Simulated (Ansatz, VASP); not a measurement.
**ZnS in VASP and in Ansatz**

```
Zn S
1.0
     0.00000    2.70200    2.70200
     2.70200    0.00000    2.70200
     2.70200    2.70200    0.00000
Zn S
1 1
Direct
  0.75000 0.75000 0.75000
  0.00000 0.00000 0.00000
```

Alike in both runs: task relaxation of cell and atoms; functional PBEsol; dispersion D3(BJ); k mesh 9 × 9 × 9; occupations fermi-dirac, width 0.05 eV; no spin polarisation.

```csv
,VASP,Ansatz
version,VASP 6.6.1,Ansatz 0.2.0
potentials or method,"VASP PAW PBE potentials, release 64 (Zn, S)",Ansatz PAW
plane-wave cutoff (eV),600,420
valence electrons in the cell,18,18
```

```tsv
	VASP	Ansatz	Ansatz less VASP
gap on the k mesh at the Fermi level, each at its own relaxed structure (eV)	2.20	2.20	+0.001
relaxed volume (Å³/atom)	18.74	18.69	-0.046
relaxed cell length with the largest relative difference (Å)	3.756	3.753	-0.0031
energy change over the relaxation (meV/atom)	-13	-14	-1.2
```

Caveats: the PAW data sets were made with another functional, which shifts forces and pressure a little (VASP); odd divisions of the mesh miss points on the zone boundary, where band edges often lie, so the gap on the mesh can be too wide (Ansatz); the plane-wave basis is chosen anew once the cell has moved, so the energies of steps on either side of that aren't comparable (Ansatz); the PAW data sets come from PBE, with cores solved anew for the run's functional, which leaves a small shift of forces and pressure (Ansatz). PBEsol gaps usually lie below the measured ones, often by a third to a half.
